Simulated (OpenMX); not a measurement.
The system is Bi2Se3 (Paraguanajuatite).

```xyz
5
Lattice="2.0715 1.1960 9.5453 -2.0715 1.1960 9.5453 0.0000 -2.3920 9.5453" Properties=species:S:1:pos:R:3 pbc="T T T"
Bi    0.0000    0.0000   17.1587
Bi    0.0000    0.0000   11.4773
Se    0.0000    0.0000   22.5738
Se    0.0000    0.0000    6.0622
Se    0.0000    0.0000    0.0000
```

Base run:

- Program: OpenMX 3.8.5
- Functional: PBE
- Potentials or basis: OpenMX 2013 PBE set, Bi8.0-s3p2d2f1, Se7.0-s3p2d2, grid cutoff 500 Ry
- k mesh: 9 × 9 × 9
- Occupations: fermi-dirac, width 0.05 eV
- Spin: no spin polarisation

Its results: pressure 5.1 GPa; largest force 0.585 eV/Å.

Question: The run is repeated on the same cell with these changes: functional from PBE to LDA; potentials or basis from OpenMX 2013 PBE set, Bi8.0-s3p2d2f1, Se7.0-s3p2d2, grid cutoff 500 Ry to OpenMX 2013 LDA set, Bi8.0-s3p2d2f1, Se7.0-s3p2d2, grid cutoff 500 Ry. What comes out?

Answer: Pressure -0.7 GPa; largest force 0.302 eV/Å.

Caveats: the basis of atomic orbitals isn't converged, which shifts pressures, moduli and gaps.

Not every run made on this cell is shown here.
